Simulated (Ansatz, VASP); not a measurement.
## AlRu in VASP and in Ansatz

```
CELL_PARAMETERS angstrom
3.00408 0.00000 0.00000
0.00000 3.00408 0.00000
0.00000 0.00000 3.00408
ATOMIC_POSITIONS crystal
Al 0.00000 0.00000 0.00000
Ru 0.50000 0.50000 0.50000
```

Alike in both runs: functional PBE; k mesh 14 × 14 × 14; occupations gaussian, width 0.1 eV; no spin polarisation.

Ansatz relaxed the structure, and its values are those at the end. VASP's run is a single point on that final structure, the one shown.

|  | VASP | Ansatz |
| --- | --- | --- |
| version | VASP 6.6.1 | Ansatz 0.2.0 |
| potentials or method | VASP PAW PBE potentials, release 64 (Al, Ru_pv) | scalar-relativistic, plane waves, PAW |
| plane-wave cutoff (eV) | 520 | 420 |
| valence electrons in the cell | 17 | 19 |

|  | VASP | Ansatz | Ansatz less VASP |
| --- | --- | --- | --- |
| gap on the k mesh at the Fermi level (eV) | none | none | - |
| pressure (GPa) | -0.1 | 0.0 | +0.04 |

A gap of «none» marks a metal or a gap that the smearing closes. The two sets of potentials don't hold the same shells in valence.
